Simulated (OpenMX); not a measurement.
The system is Si2Mo.

```
Mo Si
1.0
    -1.60000    1.60000    3.93050
     1.60000   -1.60000    3.93050
     1.60000    1.60000   -3.93050
Mo Si
1 2
Direct
  0.00000 0.00000 0.00000
  0.66700 0.66700 0.00000
  0.33300 0.33300 0.00000
```

Base run:

```yaml
Program: OpenMX 3.8.5
Functional: PBE
Potentials_or_basis: OpenMX 2013 PBE set, Mo7.0-s3p2d2, Si7.0-s2p2d1, grid cutoff 400 Ry
k_mesh: 9 × 9 × 9
Occupations: fermi-dirac, width 0.05 eV
Spin: no spin polarisation
```

Its results: pressure 4.3 GPa; largest force 0.265 eV/Å.

Task: The run is repeated on the same cell with these changes: potentials or basis from OpenMX 2013 PBE set, Mo7.0-s3p2d2, Si7.0-s2p2d1, grid cutoff 400 Ry to OpenMX 2013 PBE set, Mo7.0-s3p2d1, Si7.0-s2p1d1, grid cutoff 400 Ry. What comes out?

Result: Pressure 5.9 GPa; largest force 0.264 eV/Å.

Caveats: the basis of atomic orbitals isn't converged, which shifts pressures, moduli and gaps.
